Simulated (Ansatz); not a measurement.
HfSiO4: what a change does to the field gradients

Base: an entry of the Crystallography Open Database (COD), ions relaxed with PBE at fixed cell.

```
CELL_PARAMETERS angstrom
-3.28625 3.28625 2.98160
3.28625 -3.28625 2.98160
3.28625 3.28625 -2.98160
ATOMIC_POSITIONS crystal
Hf 0.75000 0.25000 0.50000
Hf 0.00000 0.00000 0.00000
Si 0.25000 0.75000 0.50000
Si 0.50000 0.50000 0.00000
O 0.13400 0.31928 0.81472
O 0.06928 0.75456 0.68528
O 0.50456 0.31928 0.18528
O 0.06928 0.38400 0.31472
O 0.61600 0.93072 0.68528
O 0.68072 0.86600 0.18528
O 0.24544 0.93072 0.31472
O 0.68072 0.49544 0.81472
```

Atom numbers follow the list; atoms alike are taken as one site, whose name carries the number of the first.

The numbers come from a DFT calculation in Ansatz (PBE, plane waves and PAW (field gradients read without the response of the frozen cores, which leaves them typically 4 to 6 % off), scalar-relativistic, 420 eV cutoff, Γ-centred 5×5×5 k-points, Fermi–Dirac smearing 0.02 eV).

Gradients in 10²¹ V/m²:

```
site  atoms  V_zz base  η base  V_zz variant  η variant
 Hf1      1      13.77    0.00         15.03       0.25
 Hf2      2      13.77    0.00         12.25       0.38
 Si3      3      -1.98    0.00         -1.98       0.05
 Si4      4      -1.98    0.00         -2.32       0.62
  O5   5, 7       4.96    0.85          5.21       0.76
  O6      6       4.96    0.85          4.92       0.83
  O8      8       4.96    0.85          4.79       0.87
  O9  9, 11       4.96    0.85          4.90       0.83
 O10     10       4.96    0.85          5.47       0.81
 O12     12       4.96    0.85          5.04       0.79
```

(1) Which change was made?
A. z compressed by 3 %, ions at fixed fractional positions
B. atom 10 (O) moved by 0.10 Å along (0.000, 0.000, 0.100) Å
C. volume scaled by 1.06, ions at fixed fractional positions
D. volume scaled by 0.98, ions at fixed fractional positions

Answers

(1) B. It leaves 10 symmetry-distinct sites where the base has 3, which no other option does. The largest change of V_zz is on Hf2, from 13.77 to 12.25. In per cent, |V_zz| changes by -11 to +9 on Hf, 0 to +17 on Si, -3 to +10 on O (all sites that start above 0.5). Where |V_zz| stays above 0.1, η moves most on Si4, from 0.00 to 0.62.

At this cell the PBE pressure is 7 GPa, so with PBE the cell would grow if it were relaxed. Without spin–orbit coupling the gradients at and beside Hf can be off by some per cent, at some sites by more.
For the variant: The atoms aren't relaxed after the move (largest force 2.2 eV/Å).
